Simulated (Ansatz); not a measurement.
# WS2: stress in a strained cell

WS2 is deformed so: equal xx and yy strain of +3 %. What stress and forces result, by LAPW, PAW and all-electron datasets made for the crystal?

Method: DFT LDA, scalar-relativistic, in Ansatz 0.2.0.

## (1) Starting point

It takes space group R3m (No. 160, trigonal). The conventional cell has a = 3.158 Å, b = 3.158 Å, c = 18.490 Å, α = 90.00°, β = 90.00°, γ = 120.00°. Around W (site symmetry 3m) lie 6 S at 2.39 to 2.42 Å. Around S (site symmetry 3m) lie 3 W at 2.39 Å. Around S (site symmetry 3m) lie 3 W at 2.42 Å.

Structure file:

```
W S
1.0
     1.57900    0.91164    6.16333
    -1.57900    0.91164    6.16333
     0.00000   -1.82327    6.16333
W S
1 2
Direct
  0.00000 0.00000 0.00000
  0.75030 0.75030 0.75030
  0.58100 0.58100 0.58100
```

Atoms are numbered in the order of the input: W1, S2, S3.

## (2) After the deformation

Space group R3m before, R3m after.

## (3) LAPW, all electrons

The input, input.yaml:

```yaml
crystal:
  lattice:
    - [1.6263703958, 0.9389853858, 6.16333]
    - [-1.6263703958, 0.9389853858, 6.16333]
    - [0.0, -1.8779707716, 6.16333]
  atoms:
    - { symbol: W, position: [0.0, 0.0, 0.0] }
    - { symbol: S, position: [0.7503, 0.7503, 0.7503] }
    - { symbol: S, position: [0.581, 0.581, 0.581] }
kpoints:
  mp_grid: { grid: [13, 13, 13] }
  band_path:
    path:
      - [0.0, 0.0, 0.0]
      - [0.5, 0.5, 0.5]
      - [0.8178595838, 0.1821404162, 0.5]
      - [0.5, -0.1821404162, 0.1821404162]
      - [0.5, 0.0, 0.0]
      - [0.0, 0.0, 0.0]
      - [0.3410702081, -0.3410702081, 0.0]
      - [0.6589297919, 0.0, 0.3410702081]
      - [0.5, 0.0, 0.5]
    npoints: 5
scf:
  occupations: { method: fermi_dirac, width: 0.08 }
hamiltonian:
  xc: lda
  pseudopotentials: { kind: all_electron, lapw: { basis_error: 0.0005 } }
output:
  forces: true
  stress: true
  eigenvalues: true
```

On the command line:

```bash
ansatz run input.yaml --threads 1 --pin off --max-ram 6144MiB --backend cpu --events-out ev --progress --plain --runs-dir out
```

Output, shortened:

```text
LAPW: plane waves up to 8.894 Å⁻¹, error target 5.0e-4 eV per atom; small_component_spin mean_spin; S in spheres of 1.049 Å, 14 of its electrons in bands, Dirac shells []; W in spheres of 1.384 Å, 44 of its electrons in bands, Dirac shells []
[...]
Pseudopotentials: kind: all_electron
Pseudopotential: W, LAPW, valence charge 44, Koelling and Harmon's equation, gaussian nucleus
Pseudopotential: S, LAPW, valence charge 14, Koelling and Harmon's equation, gaussian nucleus
Functional definition: SPW92
[...]
Crystal: 3 atoms, lattice volume = 56.474 Å³
Basis set: ecut = 301.34835734232036 eV, 671 PW (Γ), FFT grids on a1−a3, a2−a3, a3, exchange–correlation at level 2
Bands: 44, of which v1, the nominal top of the filled ones, is band 36 counted from 1 (35 counted from 0)
Symmetry: 6 space group operations
Space group: R3m (ITA 160), of the structure as read, at distance tolerance 3.8e-5 Å
k-points: 231 of 2197 (time reversal used)
[...]
SCF iter   1: F=—  HF=-460610.871122 eV  |F-HF|=—  |Δ(HF+E_count)|=         —  Δρ=3.68e-2  dr2=8.11e-1  ethr=1.12e-3  ⟨swp⟩=2.0  Hψ=65091  notcnv=0
[...]
the basis was enlarged: its passes take 450.3 KiB over the memory plan, 1 of 1 planned eigensolver slots
[...]
SCF iter  10: F=-460610.451042 eV  HF=-460610.451042 eV  |F-HF|=4.02e-9  |Δ(HF+E_count)|=   1.01e-7  Δρ=4.07e-6  dr2=1.30e-8  ethr=1.31e-10  ⟨swp⟩=2.0  Hψ=28434  notcnv=0
[...]
NSCF: frozen V_eff on 41 k-points
SCF converged after 10 iterations
Free energy (F): -460610.451042 eV
[...]
E sigma→0 (E₀):  -460610.450996 eV
Entropy (-TS):   -0.000092 eV (-0.031 meV/atom)
Fermi energy:    13.411962 eV
[...]
--- Forces (eV/Å), atoms counted from 1 ---
  atom   1  W     -0.00000000    -0.00000000    -0.50682328
  atom   2  S     -0.00000000    -0.00000000    -0.60478474
  atom   3  S      0.00000000     0.00000000     1.11159072
[...]
--- Stress (GPa, compression-positive) ---
      -13.165053       0.000000      -0.000000
        0.000000     -13.165053       0.000000
       -0.000000       0.000000      -8.674300
  P = ⅓ Tr σ = -11.6681 GPa (-116.681 kbar)
--- Band table (eV; the first three rows and the last of 231) ---
[...]
```

It took 2.4 min on 1 thread of AMD EPYC 9R45 (Zen 5), shared host; peak memory 1.2 GiB.

This run gives: pressure -11.67 GPa; gap 0.78 eV, indirect from T to S0–S2; largest force 1.112 eV/Å.

## (4) PAW with frozen cores

The input, input.yaml:

```yaml
crystal:
  lattice:
    - [1.6263703958, 0.9389853858, 6.16333]
    - [-1.6263703958, 0.9389853858, 6.16333]
    - [0.0, -1.8779707716, 6.16333]
  atoms:
    - { symbol: W, position: [0.0, 0.0, 0.0] }
    - { symbol: S, position: [0.7503, 0.7503, 0.7503] }
    - { symbol: S, position: [0.581, 0.581, 0.581] }
kpoints:
  mp_grid: { grid: [13, 13, 13] }
scf:
  occupations: { method: fermi_dirac, width: 0.08 }
hamiltonian:
  xc: lda
  pseudopotentials: { kind: paw }
output:
  forces: true
  stress: true
  eigenvalues: true
  efg: { contact_densities: true }
```

On the command line:

```bash
ansatz run input.yaml --threads 1 --pin off --max-ram 6144MiB --backend cpu --events-out ev --progress --plain --runs-dir out
```

Output, shortened:

```text
[...]
W: output.efg is read without spin–orbit coupling, which moves field gradients at and beside such atoms by some per cent and up to a factor of two; PAW files take it under magnetization.noncollinear and magnetization.spin_orbit
[...]
Pseudopotentials: kind: paw
Pseudopotential: W, paw, valence charge 14, recommended cutoff 420 eV (normal)
Pseudopotential: S, paw, valence charge 6, recommended cutoff 420 eV (normal)
[... 1 set-up line as earlier in the session ...]
[...]
Crystal: 3 atoms, lattice volume = 56.474 Å³
Basis set: ecut = 420 eV, 1113 PW (Γ), FFT grids on a1−a3, a2−a3, a3
Bands: 17, of which v1, the nominal top of the filled ones, is band 13 counted from 1 (12 counted from 0)
[... 2 set-up lines as earlier in the session ...]
k-points: 231 of 2197 (time reversal used)
[...]
      -13.225067       0.000000      -0.000000
        0.000000     -13.225067       0.000000
       -0.000000       0.000000      -8.711745
  P = ⅓ Tr σ = -11.7206 GPa (-117.206 kbar)
--- PAW observables at the nuclei: V_zz in 10²¹ V/m², potentials from the cell's mean, atoms counted from 1 ---
  atom   1  W  V_zz =   -18.116026   η = 0.0000   by run symmetry: allowed
            electrostatic potential = -14804.920049 V   contact ρ = 8788634.628243 e/Å³
  atom   2  S  V_zz =    -5.172311   η = 0.0000   by run symmetry: allowed
            electrostatic potential = -1637.648213 V   contact ρ = 19607.288913 e/Å³
  atom   3  S  V_zz =    -4.442966   η = 0.0000   by run symmetry: allowed
            electrostatic potential = -1637.621771 V   contact ρ = 19607.834067 e/Å³
--- Band table (eV; the first three rows and the last of 231) ---
  k-point 0: bands = ["-64.1390", "-28.3548", "-28.2554", "-28.2554", "-4.6673", "-2.7555", "3.2695", "7.0187", "7.0187", "8.1735", "8.1735", "9.2499", "9.6068", "12.4900", "12.4900", "12.8618", "12.8618"]
[...]
```

Run time: 9.4 s. Hardware: 1 thread of AMD EPYC 9R45 (Zen 5), shared host; peak memory 0.57 GiB.

Read from it: pressure -11.72 GPa; gap on the k mesh 0.90 eV (an odd mesh misses the zone boundary); largest force 1.115 eV/Å; Vzz W1 -18.12 (η = 0.00), S2 -5.17 (η = 0.00), S3 -4.44 (η = 0.00) (10²¹ V/m²).

## (5) All-electron PAW on datasets made for the crystal

input.yaml, as its differences from that of step 4:

```diff
@@ -15,3 +15,3 @@
   xc: lda
-  pseudopotentials: { kind: paw }
+  pseudopotentials: { kind: all_electron, datasets: crystal }
 output:
```

On the command line:

```bash
ansatz run input.yaml --threads 1 --pin off --max-ram 6144MiB --backend cpu --events-out ev --progress --plain --runs-dir out
```

Output, shortened:

```text
[...]
band count auto-derived: 15 (N_el = 18.0; filled up to band 9; 13 by the electrons, moments and atoms)
W: output.efg is read without spin–orbit coupling, which moves field gradients at and beside such atoms by some per cent and up to a factor of two; PAW files take it under magnetization.noncollinear and magnetization.spin_orbit
[...]
[... 1 set-up line as earlier in the session ...]
Pseudopotential: W, paw, valence charge 28, recommended cutoff 340 eV (normal), Koelling and Harmon's equation, gaussian nucleus
Pseudopotential: S, paw, valence charge 6, recommended cutoff 340 eV (normal), Koelling and Harmon's equation, gaussian nucleus
[... 1 set-up line as earlier in the session ...]
[...]
Crystal: 3 atoms, lattice volume = 56.474 Å³
Basis set: ecut = 340 eV, 793 PW (Γ), FFT grids on a1−a3, a2−a3, a3
Bands: 15, of which v1, the nominal top of the filled ones, is band 9 counted from 1 (8 counted from 0)
[...]
      -13.167464       0.000000      -0.000000
        0.000000     -13.167464       0.000000
       -0.000000       0.000000      -8.676053
  P = ⅓ Tr σ = -11.6703 GPa (-116.703 kbar)
  It holds what live shells' own plane waves past their cutoff add
--- PAW observables at the nuclei: V_zz in 10²¹ V/m², potentials from the cell's mean, atoms counted from 1 ---
  atom   1  W  V_zz =   -17.908930   η = 0.0000   by run symmetry: allowed
            electrostatic potential = -14798.950006 V   contact ρ = 8783998.664490 e/Å³
  atom   2  S  V_zz =    -5.179511   η = 0.0000   by run symmetry: allowed
            electrostatic potential = -1634.416315 V   contact ρ = 19625.042575 e/Å³
  atom   3  S  V_zz =    -4.449404   η = 0.0000   by run symmetry: allowed
            electrostatic potential = -1634.403037 V   contact ρ = 19625.588560 e/Å³
--- Band table (eV; the first three rows and the last of 231) ---
  k-point 0: bands = ["-2.2218", "-0.3099", "5.7093", "9.4631", "9.4631", "10.6180", "10.6180", "11.6905", "12.0481", "14.9330", "14.9330", "15.3044", "15.3044"]
[...]
```

It took 45 s on 1 thread of AMD EPYC 9R45 (Zen 5), shared host; peak memory 1.4 GiB.

In short: pressure -11.67 GPa; gap on the k mesh 0.91 eV (an odd mesh misses the zone boundary); largest force 1.111 eV/Å; Vzz W1 -17.91 (η = 0.00), S2 -5.18 (η = 0.00), S3 -4.45 (η = 0.00) (10²¹ V/m²).

## (6) Side by side

Stress (GPa, compression positive):

```csv
method,xx,yy,zz,yz,xz,xy
LAPW,-13.17,-13.17,-8.67,0.00,0.00,0.00
PAW,-13.23,-13.23,-8.71,0.00,0.00,0.00
crystal datasets,-13.17,-13.17,-8.68,0.00,0.00,0.00
```

Forces (eV/Å):

```csv
atom,LAPW x,LAPW y,LAPW z,PAW x,PAW y,PAW z,crystal datasets x,crystal datasets y,crystal datasets z
W1,0.000,0.000,-0.507,0.000,0.000,-0.507,0.000,0.000,-0.507
S2,0.000,0.000,-0.605,0.000,0.000,-0.608,0.000,0.000,-0.605
S3,0.000,0.000,1.112,0.000,0.000,1.115,0.000,0.000,1.111
```

| method | pressure (GPa) | gap on the k mesh (eV) | largest force (eV/Å) | Vzz W1 (10²¹ V/m²) | Vzz S2 (10²¹ V/m²) | Vzz S3 (10²¹ V/m²) | SCF cycles, all passes |
| --- | --- | --- | --- | --- | --- | --- | --- |
| LAPW | -11.67 | 0.91 | 1.112 | – | – | – | 10 |
| PAW | -11.72 | 0.90 | 1.115 | -18.12 | -5.17 | -4.44 | 8 |
| crystal datasets | -11.67 | 0.91 | 1.111 | -17.91 | -5.18 | -4.45 | 11 |

## (7) Results

| quantity | value |
| --- | --- |
| pressure | LAPW -11.67, PAW -11.72, crystal datasets -11.67 GPa |
| largest shear or deviatoric stress (LAPW) | 2.99 GPa |

**Reading.** The largest part of the stress beyond the pressure is 2.99 GPa in size, in the zz component; the atoms are carried along and not relaxed. No run of the undeformed cell stands beside it, so the pressure holds what the given cell had before the change. PAW: stress within 0.06 GPa of LAPW, forces within 3 meV/Å. Crystal datasets: stress within 0.01 GPa of LAPW, forces within 1 meV/Å. Spin-orbit coupling is left out, though the cell holds W; in elements this heavy it can shift bands and gaps by tenths of an eV.
